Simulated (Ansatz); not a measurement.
Cr:

```xyz
2
Lattice="2.7140 0.0000 0.0000 -1.3570 2.3504 0.0000 0.0000 0.0000 4.4100" Properties=species:S:1:pos:R:3 pbc="T T T"
Cr    1.3570    0.7835    3.3075
Cr    0.0000    1.5669    1.1025
```

This isn't the form of Cr at room conditions, which is bcc.

Base run:

* Program: Ansatz 0.2.0
* Functional: PBEsol
* Potentials or basis: Ansatz PAW
* Cutoff: 420 eV (not typed: the program's choice for these potentials)
* k mesh: 9 × 9 × 5
* Occupations: fermi-dirac, width 0.05 eV
* Spin: collinear spin, ferromagnetic start
* Starting moments: [4.5, 4.5] μB
* Fixed moment: 9 μB

Its results: pressure 45.4 GPa; site moments Cr +3.91 μB.

Problem. After a change of settings the same cell gave: pressure -15.6 GPa; site moments Cr +2.06 μB. Which change was it?
A. fixed moment from 9 μB to 1.5 μB; moments at the start from [4.5, 4.5] to [0.75, 0.75]
B. fixed moment from 9 μB to 12 μB; moments at the start from [4.5, 4.5] to [6.0, 6.0]
C. fixed moment from 9 μB to 4.5 μB; moments at the start from [4.5, 4.5] to [2.25, 2.25]
D. fixed moment from 9 μB to 3 μB; moments at the start from [4.5, 4.5] to [1.5, 1.5]

Solution. C.

Caveats: the total moment is fixed, so each spin has its own Fermi level; the PAW data sets come from PBE, with cores solved anew for the run's functional, which leaves a small shift of forces and pressure; the thresholds are loose for stress; a pressure of tens of GPa on the cell as given is suspect, and the run, the potentials or the cell itself is likely at fault (some runs).
